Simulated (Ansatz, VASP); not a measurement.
One calculation of ZrS, two programs

```
Zr S
1.0
     0.00000    2.21401    2.21401
     2.21401    0.00000    2.21401
     2.21401    2.21401    0.00000
Zr S
1 1
Cartesian
  0.0000 0.0000 0.0000
  2.2140 2.2140 2.2140
```

Change from the starting cell: volume scaled by 0.6, crystal datasets.

Alike in both runs: task electric field gradients; functional PBEsol; k mesh 9 × 9 × 9; occupations fermi-dirac, width 0.03 eV; no spin polarisation.

```csv
,VASP,Ansatz
version,VASP 6.6.1,Ansatz 0.2.0
potentials or method,"VASP PAW PBE potentials, release 64 (Zr_sv, S), cutoff 520 eV","all-electron PAW with datasets made for the crystal, scalar-relativistic"
```

Ansatz gave:

```
pressure (GPa)                                                 : 184.4
Vzz of the field gradient on the site that differs most (V/Å²) : 0.0
```

Problem. Which values does VASP return?

Solution. Pressure (GPa): 184.7; Vzz of the field gradient on the site that differs most (V/Å²): 0.0.

Ansatz ran all-electron here, so the differences hold the error of VASP's frozen core and of both bases. Ansatz warned: «gradients_without_spin_orbit».

Caveats: the cell as given lies far from equilibrium; so large a pressure means that the cell lies far from this level's equilibrium, or that cutoff or potentials fall short (VASP); the potentials were made for another functional, which shifts forces and pressure (VASP).
